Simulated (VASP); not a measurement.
CsI: single point with PBE

The system is CsI.

```
Cs I
1.0
     4.66550    0.00000    0.00000
     0.00000    4.66550    0.00000
     0.00000    0.00000    4.66550
Cs I
1 1
Direct
  0.00000 0.00000 0.00000
  0.50000 0.50000 0.50000
```

The cell was built by a generator and needn't be a form met in nature.

```yaml
Program: VASP 6.6.1
Task: single point
Functional: PBE
Potentials_or_basis: VASP PAW PBE potentials, release 64 (Cs_sv, I)
Cutoff: 520 eV
k_mesh: 6 × 6 × 6
Occupations: fermi-dirac, width 0.02 eV
Spin: no spin polarisation
```

```json
{"Pressure": "0.0 GPa", "Band gap on the k mesh": "3.68 eV, indirect (least direct gap 3.77 eV)"}
```

Levels at points of the mesh, in eV from the valence-band top:
| k point | band 4 | band 5 | band 6 | band 7 | band 8 | band 9 | band 10 | band 11 | band 12 | band 13 |
| --- | --- | --- | --- | --- | --- | --- | --- | --- | --- | --- |
| (0.00, 0.00, 0.00) | -7.19 | -7.19 | -0.10 | -0.10 | -0.10 | 3.68 | 4.27 | 4.27 | 7.62 | 7.62 |
| (0.50, 0.00, 0.00) | -7.14 | -7.14 | -1.41 | -0.21 | -0.21 | 5.21 | 6.22 | 6.44 | 6.85 | 7.69 |
| (0.50, 0.50, 0.00) | -7.48 | -7.11 | -0.81 | -0.81 | 0.00 | 4.25 | 4.89 | 6.08 | 6.08 | 9.21 |
| (0.50, 0.50, 0.50) | -7.40 | -7.40 | -1.16 | -1.16 | -1.16 | 6.98 | 6.98 | 6.98 | 7.57 | 7.57 |

Run time: 28 s on 1 thread of Intel(R) Xeon(R) Platinum 8488C (Sapphire Rapids), with other jobs on the host, peak memory 0.21 GiB.

Caveat: spin-orbit coupling is left out, which moves the levels of the heavy elements. A k mesh can miss the band edges.
